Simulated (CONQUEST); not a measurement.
InAs under changes of volume

One of the cells (27.489 Å³/atom); the others are scaled copies at fixed shape and fractional positions:

```
In As
1.0
     4.26810    0.00000    0.00000
     0.00000    4.26810    0.00000
     0.00000    0.00000    6.03600
In As
2 2
Direct
  0.00000 0.00000 0.00000
  0.50000 0.50000 0.50000
  0.00000 0.50000 0.25000
  0.50000 0.00000 0.75000
```

```yaml
Program: CONQUEST 1.3
Functional: PBEsol
Potentials_or_basis: PseudoDojo NC PBEsol, DZP, grid of 40 × 40 × 60 points
k_mesh: 6 × 6 × 5
Occupations: fermi-dirac, width 0.05 eV
Spin: no spin polarisation
```

| volume (Å³/atom) | energy over the lowest point (meV/atom) | pressure (GPa) |
| --- | --- | --- |
| 25.840 | 50.11 | 6.8 |
| 26.389 | 30.05 | 5.0 |
| 26.939 | 15.53 | 3.5 |
| 27.489 | ? | ? |
| 28.039 | 1.00 | 0.9 |
| 28.588 | 0.00 | -0.3 |
| 29.138 | 2.76 | -1.3 |

Problem. What does the run at 27.489 Å³/atom give?

Solution. Energy over the lowest point 6.02 meV/atom; pressure 2.0 GPa.

Worked out: A Birch-Murnaghan fit of order 3 (a polynomial in V^(-2/3)) to the other rows has its minimum at 28.45 Å³/atom with B0 = V·E''(V) = 57 GPa and B' = 4.3. It gives 6.00 meV/atom at 27.489 Å³/atom, against the run's 6.02, and -dE/dV = 2.1 GPa, against 2.0.

Energies are extrapolated to zero smearing.

Caveats: the basis of atomic orbitals isn't converged, which shifts pressures, moduli and gaps; the real-space grid breaks the cell's symmetry a little.
